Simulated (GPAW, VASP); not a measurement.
Given: the input of a run of GPAW 26.7.0 (ASE script) on ZnO (zincite). 

run.py

```python
from ase.dft.bandgap import bandgap
from ase.io import read, write
from ase.units import GPa
from gpaw import GPAW, PW

atoms = read('POSCAR')

calc = GPAW(mode=PW(800),
            xc='PBE',
            kpts={'size': (9, 9, 5), 'gamma': True},
            occupations={'name': 'methfessel-paxton', 'order': 0, 'width': 0.03},
            nbands=31,
            convergence={'density': 1e-05, 'energy': 1e-05},
            maxiter=150,
            txt='gpaw.txt')
atoms.calc = calc
energy = atoms.get_potential_energy()
forces = atoms.get_forces()
stress = atoms.get_stress()
calc.write('gs.gpw')
write('result.traj', atoms)
print(f'Energy: {energy:.6f} eV')
print('Forces (eV/A):')
print(forces.round(4))
print('Stress (GPa):', (stress / GPa).round(3))
print('Fermi level:', round(calc.get_fermi_level(), 4), 'eV')
print(f'Gap: {bandgap(calc)[0]:.4f} eV, direct: {bandgap(calc, direct=True)[0]:.4f} eV')
```

Contents of POSCAR:

```
ZnO
1.0
    3.2493080000      0.0000000000      0.0000000000
   -1.6246540000      2.8139832727      0.0000000000
    0.0000000000      0.0000000000      5.2057090000
Zn O
2 2
Direct
    0.6666666667      0.3333333333      0.0000000000
    0.3333333333      0.6666666667      0.5000000000
    0.3333333333      0.6666666667      0.8790100000
    0.6666666667      0.3333333333      0.3790100000
```

Potentials or basis: GPAW PAW data sets (gpaw-data 1.2.1), pw.

Command:

```console
$ OMP_NUM_THREADS=1 python run.py
```

Q: What does the same run look like in VASP 6.6.1? Potentials or basis there: PBE PAW files O, Zn, 520 eV.

A: As run (cutoffs and basis follow the program's own potentials, and thresholds, step limits or extra output files can differ):

Contents of INCAR:

```
SYSTEM = ZnO
PREC     = Accurate       ! precision mode
ENCUT    = 520            ! plane-wave cutoff, eV
EDIFF    = 1E-7           ! SCF threshold, eV
ISMEAR   = 0              ! smearing method
SIGMA    = 0.03           ! smearing width, eV
LREAL    = .FALSE.        ! projectors in reciprocal space
LASPH    = .TRUE.         ! aspherical terms in the spheres
NELM     = 80             ! most SCF steps
ALGO     = Normal         ! electronic algorithm
ISIF     = 2              ! what is computed and relaxed
LWAVE    = .FALSE.        ! write WAVECAR
LCHARG   = .TRUE.         ! write CHGCAR
GGA      = PE             ! functional
LELF     = .TRUE.         ! ELF
LVHAR    = .TRUE.
```

KPOINTS

```
Automatic mesh
0
G
  9 9 5
  0 0 0
```

Contents of POSCAR:

```
ZnO
1.0
    3.2493080000      0.0000000000      0.0000000000
   -1.6246540000      2.8139832727      0.0000000000
    0.0000000000      0.0000000000      5.2057090000
Zn O
2 2
Direct
    0.6666666667      0.3333333333      0.0000000000
    0.3333333333      0.6666666667      0.5000000000
    0.3333333333      0.6666666667      0.8790100000
    0.6666666667      0.3333333333      0.3790100000
```

Potentials or basis: VASP PAW PBE potentials, release 64 (Zn, O).

Run with:

```sh
$ cat potpaw_PBE.64/Zn/POTCAR potpaw_PBE.64/O/POTCAR > POTCAR
$ mpirun -np 1 vasp_std > vasp.out
```

Both were run:

|  | GPAW | VASP |
| --- | --- | --- |
| Pressure | 5.1 GPa | 6.0 GPa |
| Largest force | 0.073 eV/Å | 0.074 eV/Å |

Pressure is positive in compression.
